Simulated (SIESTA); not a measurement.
The system is Sn.

```
CELL_PARAMETERS angstrom
0.00000 3.23334 3.23334
3.23334 0.00000 3.23334
3.23334 3.23334 0.00000
ATOMIC_POSITIONS crystal
Sn 0.75000 0.75000 0.75000
Sn 0.50000 0.50000 0.50000
```

This isn't the form of Sn at room conditions, which is tetragonal (white tin).

```yaml
Program: SIESTA 5.4.2
Task: single point
Functional: PBE
Potentials_or_basis: PseudoDojo 0.4 standard (PBE files)
Basis: DZP (energy shift 0.002 Ry)
Grid_cutoff: 500 Ry
Energy_shift: 0.002 Ry
k_mesh: 7 × 7 × 7
Occupations: fermi-dirac, width 0.05 eV
Spin: no spin polarisation
```

On this cell: pressure 4.8 GPa; largest force zero by symmetry; band gap on the k mesh none (metal or under the smearing width).

The same run follows on a disturbed copy (atoms moved at random, drawn with an rms of 0.05 Å):

```
Sn
1.0
     0.00000    3.23334    3.23334
     3.23334    0.00000    3.23334
     3.23334    3.23334    0.00000
Sn
2
Direct
  0.75132 0.75902 0.76259
  0.49467 0.50900 0.50001
```

Q: What changes?

A: The energy (extrapolated to zero smearing) moves by +12.7 meV/atom; pressure 4.9 GPa; largest force 0.636 eV/Å; band gap on the k mesh none (metal or under the smearing width).

Forces on the atoms (eV/Å):
```
Sn  -0.329 -0.528 -0.131
Sn   0.329  0.529  0.130
```

Stress tensor (GPa, compression positive):
```
 4.93 -0.48 -1.66
-0.48  4.86 -1.05
-1.66 -1.05  4.96
```

Caveats: semicore shells carry a single zeta, which can move pressures by several GPa and volumes by a few percent; the basis of atomic orbitals isn't converged, which shifts pressures, moduli and gaps.
